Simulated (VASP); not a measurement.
# CdS (Hawleyite) (F-43m) in VASP: a series of runs, part 2 of 3

VASP 6.6.1.

### 3 Dielectric tensor, LDA

INCAR

```
ALGO = Normal ; EDIFF = 1E-8
ENCUT = 340 ; GGA = CA
ISIF = 2 ; ISMEAR = 0
LASPH = True ; LCHARG = False
LEPSILON = True ; LREAL = False
LWAVE = False ; NELM = 100
PREC = Accurate ; SIGMA = 0.01
```

KPOINTS

```
k-points
0
Gamma
  8 8 8
```

POSCAR

```
CdS
1.0
    0.0000000000      2.9165000000      2.9165000000
    2.9165000000      0.0000000000      2.9165000000
    2.9165000000      2.9165000000      0.0000000000
Cd S
1 1
Direct
    0.0000000000      0.0000000000      0.0000000000
    0.7500000000      0.7500000000      0.7500000000
```

Potentials or basis: VASP PAW LDA potentials, release 64 (Cd, S).

Command:

```bash
cat potpaw_LDA.64/Cd/POTCAR potpaw_LDA.64/S/POTCAR > POTCAR
mpirun -np 1 vasp_std > vasp.out
```

OUTCAR:

```text
EDIFF = 1E-8
   ENCUT = 340
   GGA = CA
   ISIF = 2
   ISMEAR = 0
   LASPH = True
   LEPSILON = True
   LREAL = False
   NELM = 100
   PREC = Accurate

 Found     29 irreducible k-points:

 Following reciprocal coordinates:
            Coordinates               Weight
  0.000000  0.000000  0.000000      1.000000
  0.125000  0.000000  0.000000      8.000000
  0.250000  0.000000  0.000000      8.000000
  0.375000  0.000000  0.000000      8.000000
  0.500000  0.000000  0.000000      4.000000
  0.125000  0.125000  0.000000      6.000000
   k-points           NKPTS =     29   k-points in BZ     NKDIM =     29   number of bands    NBANDS=     13
   number of dos      NEDOS =    301   number of ions     NIONS =      2
   total plane-waves  NPLWV =  21952
   dimension x,y,z NGX =    28 NGY =   28 NGZ =   28
   dimension x,y,z NGXF=    56 NGYF=   56 NGZF=   56
   ions per type =               1   1
   NGX,Y,Z   is equivalent  to a cutoff of  11.29, 11.29, 11.29 a.u.
   NGXF,Y,Z  is equivalent  to a cutoff of  22.57, 22.57, 22.57 a.u.
 SYSTEM =  unknown system
   PREC   = accura    normal or accurate (medium, high low for compatibility)
   ISTART =      0    job   : 0-new  1-cont  2-samecut
   ICHARG =      2    charge: 1-file 2-atom 10-const
   ISPIN  =      1    spin polarized calculation?
   LNONCOLLINEAR =      F non collinear calculations
   LSORBIT =      F    spin-orbit coupling
   LASPH  =      T    aspherical Exc in radial PAW
   ENCUT  =  340.0 eV  24.99 Ry    5.00 a.u.   6.20  6.20  6.20*2*pi/ulx,y,z
   NELM   =    100;   NELMIN=  2; NELMDL= -5     # of ELM steps
   EDIFF  = 0.1E-07   stopping-criterion for ELM
   LREAL  =      F    real-space projection
   EDIFFG = 0.1E-06   stopping-criterion for IOM
   NSW    =      0    number of steps for IOM
   IBRION =     -1    ionic relax: 0-MD 1-quasi-New 2-CG
[... 8 lines left out ...]
   EMIN   =  10.00;   EMAX   =-10.00  energy-range for DOS
   EFERMI =   0.00;   METHOD = LEGACY
   ISMEAR =     0;   SIGMA  =   0.01  broadening in eV -4-tet -1-fermi 0-gaus
   EFERMI_NEDOS =   21; number of points for ismear=-14 and -15
   IALGO  =     38    algorithm
   IMIX   =      4    mixing-type and parameters
     AMIX     =   0.40;   BMIX     =  1.00
     AMIX_MAG =   1.60;   BMIX_MAG =  1.00
  volume/ion in A,a.u.               =      24.81       167.41
  Fermi-wavevector in a.u.,A,eV,Ry     =   1.167599  2.206442 18.548649  1.363287
  Thomas-Fermi vector in A             =   2.304097
   LORBIT       =      0    0 simple, 1 ext, 2 COOP (PROOUT), +10 PAW based schemes
   GGA     = CA    functional components
   LHFCALC =     F    Hartree Fock is set to
   AEXX    =    0.0000 exact exchange contribution
   IVDW    =     0    specifies the selected vdW correction
   LEPSILON=     T    determine dielectric tensor
   LRPA    =     F    only Hartree local field effects (RPA)
 non-spin polarized calculation
 Gauss-broadening in eV      SIGMA  =   0.01
  energy-cutoff  :      340.00
  volume of cell :       49.62
 maximum number of plane-waves:       725
 NGX is ok and might be reduce to    28
   NGX = 13   NGY = 13   NGZ = 13

--------------------------------------- Ionic step        1  -------------------------------------------

 number of electron      17.9999989 magnetization

 E-fermi :   1.2398     XC(G=0):  -9.5869

[... 103 lines left out ...]
  FORCE on cell =-STRESS in cart. coord.  units (eV):
  Direction    XX          YY          ZZ          XY          YZ          ZX
  --------------------------------------------------------------------------------------
  -------------------------------------------------------------------------------------
  Total       -0.7126672     -0.7126672     -0.7126672      0.0000000      0.0000000      0.0000000
  in kB      -23.0134334    -23.0134334    -23.0134334      0.0000000      0.0000000      0.0000000
  external PRESSURE =     -23.0134334 kB  Pullay stress =       0.0000000 kB

 VOLUME and BASIS-vectors are now :
 -----------------------------------------------------------------------------
  energy-cutoff  :      340.00
  volume of cell :       49.62
      direct lattice vectors                 reciprocal lattice vectors
     0.000000000  2.916500000  2.916500000    -0.171438368  0.171438368  0.171438368
     2.916500000  0.000000000  2.916500000     0.171438368 -0.171438368  0.171438368
     2.916500000  2.916500000  0.000000000     0.171438368  0.171438368 -0.171438368

 POSITION                                       TOTAL-FORCE (eV/Angst)
 -----------------------------------------------------------------------------------
      0.00000      0.00000      0.00000        -0.000000     -0.000000     -0.000000
      4.37475      4.37475      4.37475         0.000000      0.000000      0.000000
 -----------------------------------------------------------------------------------
    total drift:                               -0.000000     -0.000000      0.000000

  FREE ENERGIE OF THE ION-ELECTRON SYSTEM (eV)
  ---------------------------------------------------
  free  energy   TOTEN  =        -7.3942361978 eV

  energy  without entropy=       -7.3942361978  energy(sigma->0) =       -7.39423620

 HEAD OF MICROSCOPIC STATIC DIELECTRIC TENSOR (INDEPENDENT PARTICLE, excluding Hartree and local field effects)
 ------------------------------------------------------
           8.010527    -0.000000     0.000000
           0.000000     8.010527     0.000000
          -0.000000     0.000000     8.010527
 ------------------------------------------------------

 Free energy of the ion-electron system (eV)
  ---------------------------------------------------
  ---------------------------------------------------
  free energy    TOTEN  =        -0.94231457 eV

  energy without entropy =       -0.94231457

------------------------ aborting loop because EDIFF is reached ----------------------------------------

--------------------------------------- Ionic step        2  -------------------------------------------

------------------------ aborting loop because EDIFF is reached ----------------------------------------

--------------------------------------- Ionic step        3  -------------------------------------------

 Free energy of the ion-electron system (eV)
  ---------------------------------------------------
  ---------------------------------------------------
  free energy    TOTEN  =        -0.94231430 eV

  energy without entropy =       -0.94231430

------------------------ aborting loop because EDIFF is reached ----------------------------------------

 PIEZOELECTRIC TENSOR FIELD DIRECTION 3  (e Angst)
 -----------------------------------------------------------------------------
    -0.00130  2.02571  0.00000           ( -0.00000 -0.03093  0.00000)
     2.02571 -0.00130  0.00000           ( -0.03093 -0.00000  0.00000)
     0.00000  0.00000  0.00056           (  0.00000  0.00000 -0.00000)

 PIEZOELECTRIC TENSOR FIELD DIRECTION 3  (C/m^2)
 -----------------------------------------------------------------------------
    -0.00042  0.65414  0.00000
     0.65414 -0.00042  0.00000
     0.00000  0.00000  0.00018

 MACROSCOPIC STATIC DIELECTRIC TENSOR (including local field effects in DFT)
 ------------------------------------------------------
           7.573345    -0.000000     0.000000
           0.000000     7.573345     0.000000
          -0.000000    -0.000000     7.573345
 ------------------------------------------------------

 PIEZOELECTRIC TENSOR (including local field effects)  for field in x, y, z        (e  Angst)
          XX          YY          ZZ          XY          YZ          ZX
  --------------------------------------------------------------------------------
  x     0.00000     0.00000    -0.00000     0.00000     2.04073    -0.00000
  y    -0.00000    -0.00000     0.00000     0.00000     0.00000     2.04073
  z    -0.00000     0.00000     0.00000     2.04073     0.00000     0.00000

 PIEZOELECTRIC TENSOR (including local field effects)  for field in x, y, z        (C/m^2)
          XX          YY          ZZ          XY          YZ          ZX
  --------------------------------------------------------------------------------
  x     0.00000     0.00000    -0.00000     0.00000     0.65899    -0.00000
  y    -0.00000    -0.00000     0.00000     0.00000     0.00000     0.65899
  z    -0.00000     0.00000     0.00000     0.65899     0.00000     0.00000

 BORN EFFECTIVE CHARGES (including local field effects) (in |e|, cummulative output)
 ---------------------------------------------------------------------------------
 ion    1
    1     2.22363     0.00000    -0.00000
    2     0.00000     2.22363     0.00000
    3    -0.00000     0.00000     2.22363
 ion    2
    1    -2.22363     0.00000     0.00000
    2     0.00000    -2.22363    -0.00000
    3     0.00000    -0.00000    -2.22363
```

stdout:

```text
POSCAR found type information on POSCAR CdS
 POSCAR found :  2 types and       2 ions
 scaLAPACK will be used
 LDA part: xc-table for (Slater(with rela. corr.)+CA(PZ))
 , standard interpolation
 POSCAR, INCAR and KPOINTS ok, starting setup
 FFT: planning ... GRIDC
 FFT: planning ... GRID_SOFT
 FFT: planning ... GRID
 WAVECAR not read
 entering main loop
 Linear response reoptimize wavefunctions to high precision
 Linear response G [H, r] |phi>, progress :
  Direction:   1
 Linear response G [H, r] |phi>, progress :
  Direction:   2
 Linear response G [H, r] |phi>, progress :
  Direction:   3
 Linear response to external field (no local field effect), progress :
  Direction:   1
 dielectric tensor                  component  1 :     8.829     2.862     0.887
 Linear response to external field (no local field effect), progress :
  Direction:   2
 dielectric tensor                  component  2 :     2.862     9.175    -1.172
 Linear response to external field (no local field effect), progress :
  Direction:   3
 dielectric tensor                  component  3 :     0.891    -1.173     6.028
 Linear response to external field, progress :
  Direction:   1
 dielectric tensor                  component  1 :     7.573     1.343     0.570
 Linear response to external field, progress :
  Direction:   2
 dielectric tensor                  component  2 :     1.309     7.573     0.434
 Linear response to external field, progress :
  Direction:   3
 dielectric tensor                  component  3 :     1.025     0.888     7.573
 Born effective charges drift removed
```

It took 1.8 min on 1 thread of Intel Xeon 6975P-C (Granite Rapids), shared host; peak memory 0.21 GiB.

These settings aren't checked as converged: the numbers below hold their error.

What came out:

```yaml
Band_gap_on_the_k_mesh: 0.89 eV, direct
Electronic_dielectric_tensor_diagonal: 7.57
Born_charges_mean_of_the_diagonal: Cd +2.22; S -2.22 e
```

Caveat: the cutoff is under 1.25 times the usual one of these potentials, so pressure, stress and relaxed cells hold a basis-set (Pulay) error.

### 4 Dielectric tensor, LDA

INCAR: that of step 3 with these lines changed.

```diff
@@ -1,3 +1,3 @@
 ALGO = Normal ; EDIFF = 1E-8
-ENCUT = 340 ; GGA = CA
+ENCUT = 650 ; GGA = CA
 ISIF = 2 ; ISMEAR = 0
```

KPOINTS

```
k-points
0
Gamma
  6 6 6
```

POSCAR is that of step 3.

Potentials or basis: VASP PAW LDA potentials, release 64 (Cd, S).

Command:

```bash
cat potpaw_LDA.64/Cd/POTCAR potpaw_LDA.64/S/POTCAR > POTCAR
mpirun -np 1 vasp_std > vasp.out
```

OUTCAR:

```text
EDIFF = 1E-8
   ENCUT = 650
   GGA = CA
   ISIF = 2
   ISMEAR = 0
   LASPH = True
   LEPSILON = True
   LREAL = False
   NELM = 100
   PREC = Accurate

 Found     16 irreducible k-points:

 Following reciprocal coordinates:
            Coordinates               Weight
  0.000000  0.000000  0.000000      1.000000
  0.166667  0.000000  0.000000      8.000000
  0.333333  0.000000  0.000000      8.000000
  0.500000  0.000000  0.000000      4.000000
  0.166667  0.166667  0.000000      6.000000
  0.333333  0.166667  0.000000     24.000000
   k-points           NKPTS =     16   k-points in BZ     NKDIM =     16   number of bands    NBANDS=     13
   number of dos      NEDOS =    301   number of ions     NIONS =      2
   total plane-waves  NPLWV =  46656
   dimension x,y,z NGX =    36 NGY =   36 NGZ =   36
   dimension x,y,z NGXF=    72 NGYF=   72 NGZF=   72
   ions per type =               1   1
   NGX,Y,Z   is equivalent  to a cutoff of  14.51, 14.51, 14.51 a.u.
   NGXF,Y,Z  is equivalent  to a cutoff of  29.02, 29.02, 29.02 a.u.
 SYSTEM =  unknown system
   PREC   = accura    normal or accurate (medium, high low for compatibility)
   ISTART =      0    job   : 0-new  1-cont  2-samecut
   ICHARG =      2    charge: 1-file 2-atom 10-const
   ISPIN  =      1    spin polarized calculation?
   LNONCOLLINEAR =      F non collinear calculations
   LSORBIT =      F    spin-orbit coupling
[... 208 lines left out ...]
  free energy    TOTEN  =        -1.17962844 eV

  energy without entropy =       -1.17962844

------------------------ aborting loop because EDIFF is reached ----------------------------------------

 PIEZOELECTRIC TENSOR FIELD DIRECTION 3  (e Angst)
 -----------------------------------------------------------------------------
    -0.00108  2.15555  0.00000           (  0.00000 -0.03764  0.00000)
     2.15555 -0.00108  0.00000           ( -0.03764  0.00000  0.00000)
     0.00000  0.00000  0.00068           (  0.00000  0.00000 -0.00000)

 PIEZOELECTRIC TENSOR FIELD DIRECTION 3  (C/m^2)
 -----------------------------------------------------------------------------
    -0.00035  0.69607  0.00000
     0.69607 -0.00035  0.00000
     0.00000  0.00000  0.00022

 MACROSCOPIC STATIC DIELECTRIC TENSOR (including local field effects in DFT)
 ------------------------------------------------------
           9.268139    -0.000000     0.000000
          -0.000000     9.268139    -0.000000
           0.000000     0.000000     9.268139
 ------------------------------------------------------

 PIEZOELECTRIC TENSOR (including local field effects)  for field in x, y, z        (e  Angst)
          XX          YY          ZZ          XY          YZ          ZX
  --------------------------------------------------------------------------------
  x    -0.00000    -0.00000    -0.00000     0.00000     2.17844     0.00000
  y     0.00000    -0.00000     0.00000     0.00000     0.00000     2.17844
  z    -0.00000    -0.00000    -0.00000     2.17844     0.00000     0.00000

 PIEZOELECTRIC TENSOR (including local field effects)  for field in x, y, z        (C/m^2)
          XX          YY          ZZ          XY          YZ          ZX
  --------------------------------------------------------------------------------
  x    -0.00000    -0.00000    -0.00000     0.00000     0.70346     0.00000
  y     0.00000    -0.00000     0.00000     0.00000     0.00000     0.70346
  z    -0.00000    -0.00000    -0.00000     0.70346     0.00000     0.00000

 BORN EFFECTIVE CHARGES (including local field effects) (in |e|, cummulative output)
 ---------------------------------------------------------------------------------
 ion    1
    1     2.32276     0.00000     0.00000
    2     0.00000     2.32276     0.00000
    3     0.00000     0.00000     2.32276
 ion    2
    1    -2.32276     0.00000     0.00000
    2     0.00000    -2.32276     0.00000
    3     0.00000     0.00000    -2.32276
```

OSZICAR:

```text
N       E                     dE             d eps       ncg     rms          rms(c)
DAV:   1     0.128307098905E+03    0.12831E+03   -0.10100E+04   416   0.150E+03
[... 12 lines left out ...]
RMM:   5    -0.117771698957E+01   -0.10053E-01   -0.10481E-03  1924   0.217E-01    0.415E-02
RMM:   6    -0.117938711970E+01   -0.16701E-02   -0.35659E-05  1928   0.452E-02    0.167E-02
RMM:   7    -0.117956972115E+01   -0.18260E-03   -0.32035E-07  1967   0.109E-02    0.192E-03
RMM:   8    -0.117962880730E+01   -0.59086E-04    0.67819E-07  1910   0.293E-03    0.652E-04
RMM:   9    -0.117962611635E+01    0.26909E-05    0.31226E-06  1949   0.721E-04    0.402E-04
RMM:  10    -0.117962956855E+01   -0.34522E-05    0.11804E-06  1902   0.355E-04    0.466E-05
RMM:  11    -0.117962872949E+01    0.83905E-06    0.44595E-07  1197   0.776E-05    0.176E-05
RMM:  12    -0.117962843902E+01    0.29048E-06   -0.44717E-09  1053   0.756E-05    0.843E-06
```

stdout:

```text
POSCAR found type information on POSCAR CdS
 POSCAR found :  2 types and       2 ions
 scaLAPACK will be used
 LDA part: xc-table for (Slater(with rela. corr.)+CA(PZ))
 , standard interpolation
 POSCAR, INCAR and KPOINTS ok, starting setup
 FFT: planning ... GRIDC
 FFT: planning ... GRID_SOFT
 FFT: planning ... GRID
 WAVECAR not read
 entering main loop
 Linear response reoptimize wavefunctions to high precision
 Linear response G [H, r] |phi>, progress :
  Direction:   1
 Linear response G [H, r] |phi>, progress :
  Direction:   2
 Linear response G [H, r] |phi>, progress :
  Direction:   3
 Linear response to external field (no local field effect), progress :
  Direction:   1
 dielectric tensor                  component  1 :    10.559     2.903     0.976
 Linear response to external field (no local field effect), progress :
  Direction:   2
 dielectric tensor                  component  2 :     2.903    10.724    -1.137
 Linear response to external field (no local field effect), progress :
  Direction:   3
 dielectric tensor                  component  3 :     0.979    -1.138     7.758
 Linear response to external field, progress :
  Direction:   1
 dielectric tensor                  component  1 :     9.268     1.578     0.498
 Linear response to external field, progress :
  Direction:   2
 dielectric tensor                  component  2 :     1.576     9.268     0.425
 Linear response to external field, progress :
  Direction:   3
 dielectric tensor                  component  3 :     1.217     0.858     9.268
 Born effective charges drift removed
```

It took 1.8 min on 1 thread of Intel Xeon 6975P-C (Granite Rapids), shared host; peak memory 0.26 GiB.

The run converged, but some of its settings lie outside the range that counts as converged, so its numbers aren't taken as properties of the crystal.

Results:

```yaml
Band_gap_on_the_k_mesh: 0.89 eV, direct
Electronic_dielectric_tensor_diagonal: 9.27
Born_charges_mean_of_the_diagonal: Cd +2.32; S -2.32 e
```

[end of part 2 of 3]
